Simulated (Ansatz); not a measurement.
## NiAs-type NbP

Method: PBE, scalar-relativistic; no spin polarisation; PAW, 420 eV, 10×10×8 k-mesh, Gaussian smearing of 0.05 eV; code Ansatz. The datasets are Ansatz's generated set soft_2.

```xyz
4
Lattice="3.3163 0.0000 0.0000 -1.6581 2.8720 0.0000 0.0000 0.0000 6.7164" Properties=species:S:1:pos:R:3 pbc="T T T"
Nb    0.0000    0.0000    0.0000
Nb    0.0000    0.0000    3.3582
P     0.0000    1.9147    1.6791
P     1.6581    0.9573    5.0373
```

This is a trial structure; measured cells of the compound in the Crystallography Open Database are in space group I41/amd.

Cell and atoms are those of this level's equilibrium.

The cell has space group P6_3/mmc (read at 0.01 Å). In it the stress is -0.01, -0.01, 0.01, 0.00, 0.00, 0.00 GPa and the largest force component 0.000 eV/Å. Each change below starts from this cell, without further relaxation. Stress is in GPa, positive in compression, in the order xx, yy, zz, yz, xz, xy; energies are counted from the cell above and are free energies with the smearing's entropy, which match forces and stress in a metal.

Problem. One atom was moved along a Cartesian axis, and these forces appeared. Which atom, and about how far?
```
atom  Fx (eV/Å)     Fy      Fz
 Nb1      0.000  0.000   0.490
 Nb2      0.000  0.000  -1.190
  P3      0.000  0.000   0.285
  P4      0.000  0.000   0.415
```

Solution. Atom 2 (Nb) is moved by 0.08 Å along z; the energy changes by 46.9 meV per cell.

Problem. What happens when atom 1 (Nb) is moved by 0.12 Å along x?

Solution. The energy changes by 71.1 meV per cell, and the force on it along the shift is -1.190 eV/Å (−F/u = 9.91 eV/Å²). Stress: 0.27, 0.30, 0.91, -0.48, 0.00, 0.00.
```
atom  Fx (eV/Å)      Fy      Fz
 Nb1     -1.190   0.000   0.000
 Nb2      0.355   0.000   0.000
  P3      0.417  -0.061   0.097
  P4      0.417   0.061  -0.097
```
In a harmonic crystal the energy would rise by −½F·u = ½ × 9.91 × 0.12² eV = 71.4 meV, which matches.

Problem. What stress follows from an engineering strain of 3 % in yz, atoms carried along?

Solution. 0.12, 0.31, 0.30, -6.21, 0.00, 0.00 GPa; the energy changes by 37.2 meV per cell.
```
atom  Fx (eV/Å)      Fy      Fz
 Nb1      0.000   0.000   0.000
 Nb2      0.000   0.000   0.000
  P3      0.000   0.022  -0.001
  P4      0.000  -0.022   0.001
```
The change of the stress over the strain gives a clamped-atom stiffness of about 207 GPa for this component.
In a harmonic crystal the energy would rise by V(½Cε² − σ₀ε), with σ₀ the stress of the unstrained cell, = 37.2 meV, which matches.

Problem. What stress follows from an engineering strain of -1 % in xx, atoms carried along?

Solution. 2.32, 1.27, 1.68, 0.00, 0.00, 0.00 GPa; the energy changes by 4.5 meV per cell.
```tsv
atom	Fx (eV/Å)	Fy	Fz
Nb1	0.000	0.000	0.000
Nb2	0.000	0.000	0.000
P3	0.000	-0.063	0.000
P4	0.000	0.063	0.000
```
The change of the stress over the strain gives a clamped-atom stiffness of about 233 GPa for this component, a secant value that lies under the elastic constant in tension and over it in compression, by several per cent for each per cent of strain.
In a harmonic crystal the energy would rise by V(½Cε² − σ₀ε), with σ₀ the stress of the unstrained cell, = 4.6 meV, which matches.

Problem. All atoms and the cell are disturbed at random:
```
CELL_PARAMETERS angstrom
3.26915 0.01243 0.00048
-1.62381 2.85091 0.02712
0.00096 0.06397 6.74608
ATOMIC_POSITIONS crystal
Nb 0.99920 0.00239 0.00012
Nb 0.00629 0.99955 0.49351
P 0.34100 0.66273 0.24951
P 0.65350 0.33533 0.75685
```
Give the energy change, the stress and the forces.

Solution. 78.3 meV per cell; stress 3.68, 2.93, 2.27, -4.14, -0.58, 0.71 GPa.
```tsv
atom	Fx (eV/Å)	Fy	Fz
Nb1	0.033	-0.113	-0.036
Nb2	-0.214	-0.063	0.780
P3	-0.243	0.083	0.069
P4	0.424	0.093	-0.813
```

Problem. All atoms and the cell are disturbed at random:
```xyz
4
Lattice="3.2969 0.0053 -0.0015 -1.6439 2.8534 0.0224 -0.0030 0.0506 6.6586" Properties=species:S:1:pos:R:3 pbc="T T T"
Nb   -0.0556    0.0249   -0.0594
Nb    0.0075    0.0075    3.3613
P     0.1121    1.9328    1.6948
P     1.5846    0.9693    5.0121
```
Give the energy change, the stress and the forces.

Solution. 193.3 meV per cell; stress 5.14, 3.33, 7.19, -3.61, 0.74, 2.48 GPa.
| atom | Fx (eV/Å) | Fy | Fz |
| --- | --- | --- | --- |
| Nb1 | 0.671 | -0.338 | 1.219 |
| Nb2 | -0.076 | 0.304 | -0.801 |
| P3 | -1.154 | -0.303 | -0.147 |
| P4 | 0.559 | 0.336 | -0.270 |
